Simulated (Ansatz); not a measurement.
**BN: a line through a two-coordinate scan**

Aim: follow the energy of BN (P6_3mc, No. 186; 4 atoms in the cell) along one coordinate, amplitude of mode 4 (472 cm⁻¹), with the other held at amplitude of mode 12 (1110 cm⁻¹) = −0.060 Å.

Computed with Ansatz 0.2.0 (DFT PBE, scalar-relativistic, plane waves, PAW, unless a step's input says otherwise).

3 further runs of the same task are left out: 3 set aside as unsound or not needed.

### 1 The starting structure

Symmetry: P6_3mc, No. 186, hexagonal system. Conventional cell: a = 2.555 Å, b = 2.555 Å, c = 4.225 Å, α = 90.00°, β = 90.00°, γ = 120.00°. Around B (site symmetry 3m) lie 4 N at 1.57 to 1.58 Å. N (site symmetry 3m) is surrounded by 4 B at 1.57 to 1.58 Å.

As a file:

```xyz
4
Lattice="2.5546 0.0000 0.0000 -1.2773 2.2124 0.0000 0.0000 0.0000 4.2245" Properties=species:S:1:pos:R:3 pbc="T T T"
B     1.2773    0.7375    4.2237
B     0.0000    1.4749    2.1115
N     1.2773    0.7375    2.6412
N     0.0000    1.4749    0.5289
```

It goes back to an entry of the Materials Project, which need not be the stable form.

This cell was relaxed beforehand with the same method: volume 5.97 Å³/atom, gap on the mesh 5.23 eV.

### 2 Plan of the line

The energy is mapped over two normal modes frozen in (zone-centre modes of the cell shown).

- amplitude of mode 4 (472 cm⁻¹), largest displacement: 9 values from −0.125 to 0.125 Å
- amplitude of mode 12 (1110 cm⁻¹), largest displacement: 9 values from −0.060 to 0.060 Å

Nothing else is relaxed (the cell and all other modes fixed). Energies count from the relaxed high-symmetry cell. Points are written as (first, second).

The modes come from a phonon run on the reference cell, made beforehand.

The patterns, per unit of each coordinate (Å):

| atom | x1 | y1 | z1 | x2 | y2 | z2 |
| --- | --- | --- | --- | --- | --- | --- |
| B1 | 0.934 | 0.000 | 0.000 | 0.000 | 0.000 | 1.000 |
| B2 | -0.934 | 0.000 | 0.000 | 0.000 | 0.000 | -1.000 |
| N3 | -1.000 | 0.000 | 0.000 | 0.000 | 0.000 | 0.508 |
| N4 | 1.000 | 0.000 | 0.000 | 0.000 | 0.000 | -0.508 |

### 3 Grid point (−0.125 Å, −0.060 Å)

input.yaml

```yaml
crystal:
  lattice:
    - [2.5546214127, 0.0, 0.0]
    - [-1.2773107064, 2.2123670404, 0.0]
    - [0.0, 0.0, 4.22454946]
  atoms:
    - { symbol: B, position: [0.6209583734, 0.3333333333, 0.9856037473] }
    - { symbol: B, position: [0.3790416266, 0.6666666667, 0.5140091433] }
    - { symbol: "N", position: [0.7155975961, 0.3333333333, 0.6179830796] }
    - { symbol: "N", position: [0.2844024039, 0.6666666667, 0.1324040298] }
basis:
  ecutwfc: 520.0
kpoints:
  mp_grid: { grid: [12, 12, 6] }
hamiltonian:
  xc: pbe
scf:
  occupations: { method: gaussian, width: 0.05 }
output:
  forces: true
  stress: true
  eigenvalues: true
```

Command:

```sh
$ ansatz run input.yaml --threads 1 --pin off --max-ram 2048MiB --backend cpu --events-out ev --progress --plain --runs-dir out
```

Further runs follow: the other points of the line.

Q: Predict the outcome of this session. Wanted: for each run, amplitude of mode 4; energy; slope; pressure; largest force on an atom.

**Answer**, as computed:

```
amplitude of mode 4 (472 cm⁻¹), largest displacement (Å)  step  energy (eV)  slope (eV per Å)  pressure (GPa)  band gap on the k-mesh (eV)  largest force on an atom (eV/Å)
                                                  −0.125     3        0.529              −4.7            0.48                         4.61                            3.134
                                                  −0.094     4        0.400              −3.5            0.65                         4.69                            3.082
                                                  −0.062     5        0.308              −2.4            0.79                         4.76                            3.048
                                                  −0.031     6        0.252              −1.2            0.89                         4.82                            3.029
                                                   0.000     7        0.234               0.0            0.92                         4.87                            3.023
                                                   0.031     –        0.252               1.2            0.89                         4.82                            3.029
                                                   0.062     –        0.308               2.4            0.79                         4.76                            3.048
                                                   0.094     –        0.400               3.5            0.65                         4.69                            3.082
                                                   0.125     –        0.529               4.7            0.48                         4.61                            3.134
```

Energies count from the relaxed high-symmetry cell. Rows without a step come from runs not printed here or follow by symmetry. Slopes come from the forces (and the stress, where the cell changes), not from differences of energies.

**Reading.** Along the line the energy is lowest at 0.000 Å, 0.234 eV from the zero. Energies and slopes round the minimum, fitted together, put the minimum at 0.0000 Å, with a curvature of about 38 eV per Å². The highest point computed, at −0.125 Å, lies 0.295 eV above the lowest. This is one cut through a surface in two coordinates; the map's lowest point lies off it. A rigid map gives upper bounds: relaxing the other coordinates can only lower a point.

The gaps are Kohn-Sham values of a semilocal functional, not quasiparticle or optical gaps. Such gaps usually fall short of the measured ones.
